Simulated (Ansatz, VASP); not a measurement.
# W in VASP and in Ansatz

POSCAR

```
W
1.0
    1.7307842337      0.9992687433      3.2095318524
   -1.7307842337      0.9992687433      3.2095318524
    0.0000000000     -1.9985374865      3.2095318524
W
2
Direct
    0.2275400000      0.2275400000      0.2275400000
    0.7724600000      0.7724600000      0.7724600000
```

File INCAR.step1:

```
ALGO = Normal
EDIFF = 1E-4
ENCUT = 600
GGA = PE
ISMEAR = 0
LASPH = True
LCHARG = False
LREAL = False
LWAVE = True
NELM = 100
PREC = Accurate
SIGMA = 0.1
```

Contents of INCAR.step2:

```
ALGO = Normal
EDIFF = 1E-7
EDIFFG = -0.04
ENCUT = 600
IBRION = 2
ISIF = 3
ISMEAR = 0
ISTART = 1
LASPH = True
LCHARG = False
LMIXTAU = True
LREAL = False
LWAVE = False
METAGGA = R2SCAN
NELM = 100
NSW = 90
PREC = Accurate
SIGMA = 0.1
```

File KPOINTS:

```
k-points
0
Gamma
  6 6 6
```

Input for Ansatz:

```yaml
crystal:
  lattice:
    - [1.7307842337, 0.9992687433, 3.2095318524]
    - [-1.7307842337, 0.9992687433, 3.2095318524]
    - [0.0, -1.9985374865, 3.2095318524]
  atoms:
    - { symbol: W, position: [0.22754, 0.22754, 0.22754] }
    - { symbol: W, position: [0.77246, 0.77246, 0.77246] }
basis:
  ecutwfc: 500
kpoints:
  mp_grid: { grid: [6, 6, 6] }
hamiltonian:
  xc: r2scan
scf:
  occupations: { method: gaussian, width: 0.1 }
  lower_state_search: "off"
output:
  forces: true
  stress: true
  eigenvalues: true
relax:
  adjacent_minimum: "off"
  f_tol: 0.04
  max_steps: 70
  cell: { stress_tol: 0.4 }
```

Alike in both runs: task relaxation of cell and atoms; functional r2SCAN; k mesh 6 × 6 × 6; occupations gaussian, width 0.1 eV; no spin polarisation.

|  | VASP | Ansatz |
| --- | --- | --- |
| version | VASP 6.6.1 | Ansatz 0.2.0 |
| potentials or method | VASP PAW PBE potentials, release 64 (W_sv) | scalar-relativistic, plane waves, PAW |
| plane-wave cutoff (eV) | 600 | 500 |
| valence electrons in the cell | 28 | 28 |

Ansatz gave:

- gap on the k mesh at the Fermi level, each at its own relaxed structure (eV): none
- relaxed volume (Å³/atom): 16.29
- relaxed cell length with the largest relative difference (Å): 4.539
- energy change over the relaxation (meV/atom): -1803

Which values does VASP return?

gap on the k mesh at the Fermi level, each at its own relaxed structure (eV): none; relaxed volume (Å³/atom): 16.36; relaxed cell length with the largest relative difference (Å): 4.547; energy change over the relaxation (meV/atom): -1841.

A gap of «none» marks a metal or a gap that the smearing closes.

Caveats: the k mesh is coarse (spacing up to 0.37 Å⁻¹), so the values aren't converged; the PAW data sets were made with another functional, which shifts forces and pressure a little (VASP). Spin-orbit coupling is left out, which matters for the levels of W.
